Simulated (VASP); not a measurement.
Input of a VASP 6.6.1 run:

The input INCAR:

```
PREC     = Accurate       # precision mode
ENCUT    = 520            # plane-wave cutoff, eV
EDIFF    = 1E-6           # SCF threshold, eV
ISMEAR   = 0              # smearing method
SIGMA    = 0.05           # smearing width, eV
LREAL    = F              # projectors in reciprocal space
LASPH    = T              # aspherical terms in the spheres
NELM     = 60             # most SCF steps
ALGO     = Normal         # electronic algorithm
ISIF     = 2              # what is computed and relaxed
LWAVE    = F              # write WAVECAR
LCHARG   = T              # write CHGCAR
LDIPOL   = T            
IDIPOL   = 3            
DIPOL    = 0.5 0.5 0.500
GGA      = PE             # functional
LELF     = T              # ELF
LVHAR    = T            
LVACPOTAV= T
```

KPOINTS

```
regular mesh
0
Gamma
  8 8 1
```

File POSCAR:

```
Y
1.0
    3.5143207025      0.0000000000      0.0000000000
    0.0000000000      3.5143207025      0.0000000000
    0.0000000000      0.0000000000     24.9400000000
Y
5
Direct
    0.5000000000      0.5000000000      0.3007217322
    0.0000000000      0.0000000000      0.4003608661
    0.5000000000      0.5000000000      0.5000000000
    0.0000000000      0.0000000000      0.5996391339
    0.5000000000      0.5000000000      0.6992782678
```

Potentials or basis: VASP PAW PBE potentials, release 64 (Y_sv).

Launch:

```sh
$ cat potpaw_PBE.64/Y_sv/POTCAR > POTCAR
$ mpirun -np 1 vasp_std > vasp.out
```

Estimate the work function of the upper face.

2.75 eV.

What does it give for the work function of the lower face?

2.75 eV.

What does it give for the largest force?

0.420 eV/Å.

What does it give for the band gap on the k mesh?

None (metal or under the smearing width).

Forces on the atoms (eV/Å):
```
Y    0.000  0.000  0.208
Y    0.000  0.000 -0.420
Y    0.000  0.000  0.000
Y    0.000  0.000  0.420
Y    0.000  0.000 -0.208
```
